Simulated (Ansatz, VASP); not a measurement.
## ZnSe in VASP and in Ansatz

File INCAR:

```
PREC     = Accurate       # precision mode
ENCUT    = 600            # plane-wave cutoff, eV
EDIFF    = 1E-6           # SCF threshold, eV
ISMEAR   = 0              # smearing method
SIGMA    = 0.01           # smearing width, eV
LREAL    = F              # projectors in reciprocal space
LASPH    = T              # aspherical terms in the spheres
NELM     = 100            # most SCF steps
ALGO     = Normal         # electronic algorithm
ISIF     = 3              # what is computed and relaxed
LWAVE    = F              # write WAVECAR
LCHARG   = F              # write CHGCAR
GGA      = PE             # functional
IBRION   = 2              # ionic algorithm
NSW      = 80             # ionic steps
EDIFFG   = -0.001         # ionic threshold
```

KPOINTS

```
regular mesh
0
Gamma
  8 8 8
```

File POSCAR:

```
ZnSe
1.0
    0.0000000000      2.8659201435      2.8659201435
    2.8659201435      0.0000000000      2.8659201435
    2.8659201435      2.8659201435      0.0000000000
Zn Se
1 1
Direct
    0.0000000000      0.0000000000      0.0000000000
    0.7500000000      0.7500000000      0.7500000000
```

Input for Ansatz:

```yaml
crystal:
  lattice:
    - [0.0, 2.865920144, 2.865920144]
    - [2.865920144, 0.0, 2.865920144]
    - [2.865920144, 2.865920144, 0.0]
  atoms:
    - { symbol: Zn, position: [0.0, 0.0, 0.0] }
    - { symbol: Se, position: [0.75, 0.75, 0.75] }
basis:
  ecutwfc: 420
kpoints:
  mp_grid: { grid: [8, 8, 8] }
hamiltonian:
  xc: pbe
scf:
  occupations: { method: fixed }
output:
  forces: true
  stress: true
  eigenvalues: true
relax:
  adjacent_minimum: "off"
  f_tol: 0.001
  max_steps: 60
  cell: { stress_tol: 0.01 }
```

Alike in both runs: task relaxation of cell and atoms; functional PBE; k mesh 8 × 8 × 8; no spin polarisation.

```csv
,VASP,Ansatz
version,VASP 6.6.1,Ansatz 0.2.0
potentials or method,"VASP PAW PBE potentials, release 64 (Zn, Se)","scalar-relativistic, plane waves, PAW"
plane-wave cutoff (eV),600,420
occupations,"gaussian, width 0.01 eV",fixed
valence electrons in the cell,18,28
```

Ansatz gave:

```
gap on the k mesh at the Fermi level, each at its own relaxed structure (eV) : 1.15
relaxed volume (Å³/atom)                                                     : 23.55
relaxed cell length with the largest relative difference (Å)                 : 4.054
```

**Question.** What did VASP give for the same quantities?

**Answer.** gap on the k mesh at the Fermi level, each at its own relaxed structure (eV): 1.14; relaxed volume (Å³/atom): 23.63; relaxed cell length with the largest relative difference (Å): 4.058.

The two sets of potentials don't hold the same shells in valence.

PBE usually gives volumes a little too large and moduli too small. Zero-point motion and thermal expansion aren't in these numbers.
